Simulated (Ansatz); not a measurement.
Crystal: AlNi.

```xyz
2
Lattice="2.8810 0.0000 0.0000 0.0000 2.8810 0.0000 0.0000 0.0000 2.8810" Properties=species:S:1:pos:R:3 pbc="T T T"
Ni    1.4405    1.4405    1.4405
Al    0.0000    0.0000    0.0000
```

Alike in all runs: program Ansatz 0.2.0; functional PBE; potentials or basis Ansatz PAW; cutoff 420 eV (not typed: the program's choice for these potentials); k mesh 8 × 8 × 8; occupations fermi-dirac, width 0.05 eV.

Starts and where they ended:

| start | free energy over the lowest (meV/atom) | net moment (μB) | site or absolute moments (μB) | gap |
| --- | --- | --- | --- | --- |
| collinear spin, program default start; fixed moment 0 | 0.0 | 0.00 | - | - |
| collinear spin, ferromagnetic start of up to 0.2 μB; fixed moment 0.2 | 4.6 | 0.20 | Ni +0.16; Al +0.01 | - |
| collinear spin, ferromagnetic start of up to 0.8 μB; fixed moment 0.8 | 154.6 | 0.80 | Ni +0.58; Al +0.08 | - |
| collinear spin, ferromagnetic start of up to 0.5 μB; fixed moment 0.5 | 56.0 | 0.50 | Ni +0.38; Al +0.04 | - |
| collinear spin, ferromagnetic start of up to 2 μB; fixed moment 2 | 1127.9 | 2.00 | Ni +1.31; Al +0.24 | - |
| collinear spin, ferromagnetic start of up to 1.2 μB; fixed moment 1.2 | 375.2 | 1.20 | Ni +0.85; Al +0.12 | - |
| collinear spin, ferromagnetic start of up to 1 μB; fixed moment 1 | 251.9 | 1.00 | Ni +0.72; Al +0.10 | - |
| collinear spin, ferromagnetic start of up to 1.5 μB; fixed moment 1.5 | 618.3 | 1.50 | Ni +1.03; Al +0.16 | - |

All polarised runs hold their moment fixed, so the table maps the energy against it. A still lower state may exist.

Caveats: the total moment is fixed, so each spin has its own Fermi level.
